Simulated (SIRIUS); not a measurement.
**Cs: energy against volume and a worked fit**

Symmetry: Im-3m, No. 229, cubic system. Conventional cell: a = 6.257 Å, b = 6.257 Å, c = 6.257 Å, α = 90.00°, β = 90.00°, γ = 90.00°.

The cell was scaled at fixed shape and fractions and run with SIRIUS, all-electron FP-LAPW, apw+lo standard; BLYP, k mesh 6 × 6 × 6 on the cell of 1 atom, fermi-dirac occupations of 0.05 eV, no spin polarisation, no spin-orbit coupling. Energies are those that the program minimises, any entropy of the smearing included. For a metal such a mesh isn't converged to the digits shown.

```csv
V (Å³/atom),energy over the lowest row (meV/atom)
115.1282,4.399
117.5778,?
120.0273,0.977
122.4768,0.286
124.9264,0.000
127.3759,0.183
129.8254,0.802
```

**Question.** Fit the third-order Birch-Murnaghan form, give V0, B0 and B′, and predict the energy left open.

**Answer.** With y = (V0/V)^(2/3), E = E0 + (9 V0 B0/16) [(y - 1)³ B′ + (y - 1)² (6 - 4y)]. Least squares through the rows shown give V0 = 124.9792 Å³/atom, E0 = 0.003 meV, B0 = 1.478 GPa (1 eV/Å³ = 160.218 GPa) and B′ = 6.47, with a largest miss of 0.040 meV. At V = 117.5778 the form with these constants gives 2.356 meV; the run gave 2.354 meV an atom.
